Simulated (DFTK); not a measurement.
HfO2 in DFTK: the effect of target pressure

HfO2:

```
Hf O
1.0
     0.00000    2.55750    2.55750
     2.55750    0.00000    2.55750
     2.55750    2.55750    0.00000
Hf O
1 2
Direct
  0.00000 0.00000 0.00000
  0.75000 0.75000 0.75000
  0.25000 0.25000 0.25000
```

Measurements of this composition are mostly on another form, of space group No. 14.

Alike in all runs:

```yaml
Program: DFTK 0.8.2
Task: relaxation of cell and atoms
Functional: PBE
Potentials_or_basis: dojo.nc.sr.pbe.v0_4_1.standard.upf (PBE)
Cutoff: 1306 eV
k_mesh: 6 × 6 × 6
Occupations: fermi-dirac, width 0.05 eV
Spin: no spin polarisation
```

Each run relaxes the cell or the atoms first.

Q: One run gave: relaxed volume 10.19 Å³/atom; gap on the mesh 4.01 eV. Which target pressure did it use?
A. 20 GPa
B. 10 GPa
C. 30 GPa
D. 0 GPa
E. 5 GPa

A: A.

```csv
target pressure,relaxed volume (Å³/atom),gap on the mesh (eV)
0 GPa,10.93,3.82
5 GPa,10.72,3.87
10 GPa,10.53,3.92
20 GPa,10.19,4.01
30 GPa,9.91,4.08
```

Caveats: spin-orbit coupling is left out, which moves the levels of the heavy elements.

A k mesh can miss the band edges.
